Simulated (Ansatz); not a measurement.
# Si2W: the cost of one run

Method: DFT PBE, scalar-relativistic, in Ansatz 0.2.0.

**1. Starting point**

Symmetry: I4/mmm, No. 139, tetragonal system. The conventional cell has a = 3.212 Å, b = 3.212 Å, c = 7.880 Å, α = 90.00°, β = 90.00°, γ = 90.00°. Si (site symmetry 4mm) has 5 Si at 2.62 to 2.63 Å and 5 W at 2.62 Å as nearest neighbours. W (site symmetry 4/mmm) is surrounded by 10 Si at 2.62 Å.

As a file:

```cif
data_structure
_symmetry_space_group_name_H-M 'P 1'
_symmetry_Int_Tables_number 1
_cell_length_a 4.5478
_cell_length_b 4.5478
_cell_length_c 4.5478
_cell_angle_alpha 138.641
_cell_angle_beta 138.641
_cell_angle_gamma 59.923
_cell_volume 40.65
loop_
_atom_site_label
_atom_site_type_symbol
_atom_site_fract_x
_atom_site_fract_y
_atom_site_fract_z
_atom_site_occupancy
Si1 Si 0.33300 0.33300 0.00000 1
Si2 Si 0.66700 0.66700 0.00000 1
W1 W 0.00000 0.00000 0.00000 1
```

Atoms are numbered in the order of the input: Si1, Si2, W3.

**2. Volume × 0.94, LAPW**

File input.yaml:

```yaml
crystal:
  lattice:
    - [-1.5732152906, 1.5732152906, 3.8595692683]
    - [1.5732152906, -1.5732152906, 3.8595692683]
    - [1.5732152906, 1.5732152906, -3.8595692683]
  atoms:
    - { symbol: Si, position: [0.333, 0.333, 0.0] }
    - { symbol: Si, position: [0.667, 0.667, 0.0] }
    - { symbol: W, position: [0.0, 0.0, 0.0] }
kpoints:
  mp_grid: { grid: [11, 11, 14] }
  band_path:
    path:
      - [0.0, 0.0, 0.0]
      - [0.0, 0.0, 0.5]
      - [0.25, 0.25, 0.25]
      - [0.0, 0.5, 0.0]
      - [0.0, 0.0, 0.0]
      - [0.5, 0.5, -0.5]
      - [0.2915373367, 0.7084626633, -0.2915373367]
      - [-0.2915373367, 0.2915373367, 0.2915373367]
      - [0.0, 0.0, 0.0]
    npoints: 5
scf:
  occupations: { method: fermi_dirac, width: 0.05 }
hamiltonian:
  xc: pbe
  pseudopotentials: { kind: all_electron, lapw: { basis_error: 0.001 } }
output:
  forces: true
  stress: true
  eigenvalues: true
```

Started as:

```sh
$ ansatz run input.yaml --threads 1 --pin off --max-ram 6144MiB --backend cpu --events-out ev --progress --plain --runs-dir out
```

What time and memory should one allow on 1 thread of Arm Neoverse V1, shared host?

About 3.2 min, with a peak of 1.6 GiB.
